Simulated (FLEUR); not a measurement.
Crystal: P.

```
CELL_PARAMETERS angstrom
1.72573 0.99635 3.12968
-1.72573 0.99635 3.12968
0.00000 -1.99270 3.12968
ATOMIC_POSITIONS crystal
P 0.77292 0.77292 0.77292
P 0.22708 0.22708 0.22708
```

This isn't the form of P at room conditions, which is orthorhombic.

- Program: FLEUR MaX-R8.1 (later development tree)
- Task: single point
- Functional: PBE
- Potentials or basis: all-electron
- Basis: FLAPW
- Kmax: 4.26 1/bohr
- k mesh: 9 × 9 × 9
- Occupations: fermi-dirac, width 0.05 eV
- Spin: no spin polarisation
- Gmax: 13.2 1/bohr
- Muffin-tin radii: P 1.95 bohr
- lmax: P 8
- Local orbitals a species: P 4
- Max iterations: 60
- Mixing factor: 0.05
- Mixer: Anderson
- Mixer history: 15
- Density convergence: 1e-05 me/bohr^3

On this cell: largest force 0.233 eV/Å; band gap on the k mesh none (metal or under the smearing width).

The same run follows on a disturbed copy (atoms moved at random, drawn with an rms of 0.05 Å):

```xyz
2
Lattice="1.7257 0.9963 3.1297 -1.7257 0.9963 3.1297 0.0000 -1.9927 3.1297" Properties=species:S:1:pos:R:3 pbc="T T T"
P    -0.0131    0.0080    7.1927
P    -0.0121   -0.0027    2.1213
```

What changes?

The energy (extrapolated to zero smearing) moves by -0.2 meV/atom; largest force 0.224 eV/Å; band gap on the k mesh none (metal or under the smearing width).

Forces on the atoms (eV/Å):
```
P    0.004 -0.043  0.220
P   -0.004  0.043 -0.220
```
